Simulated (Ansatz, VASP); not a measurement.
Two plane-wave programs on NbSi

```
CELL_PARAMETERS angstrom
3.15644 0.00000 0.00000
0.00000 3.15644 0.00000
0.00000 0.00000 3.15644
ATOMIC_POSITIONS crystal
Nb 0.00000 0.00000 0.00000
Si 0.50000 0.50000 0.50000
```

The cell was built by a generator and needn't be a form met in nature.

Alike in both runs: task single point; functional PBE; k mesh 8 × 8 × 8; occupations fermi-dirac, width 0.05 eV; no spin polarisation.

```csv
,VASP,Ansatz
version,VASP 6.6.1,Ansatz 0.2.0
potentials or method,"VASP PAW PBE potentials, release 64 (Nb_sv, Si)",Ansatz PAW
plane-wave cutoff (eV),520,420
valence electrons in the cell,17,17
```

VASP gave:

| Quantity | Value |
| --- | --- |
| gap on the k mesh at the Fermi level (eV) | none |
| pressure (GPa) | -0.3 |

Problem. Estimate Ansatz's values.

Solution. gap on the k mesh at the Fermi level (eV): none; pressure (GPa): -0.1.

A gap of «none» marks a metal or a gap that the smearing closes.
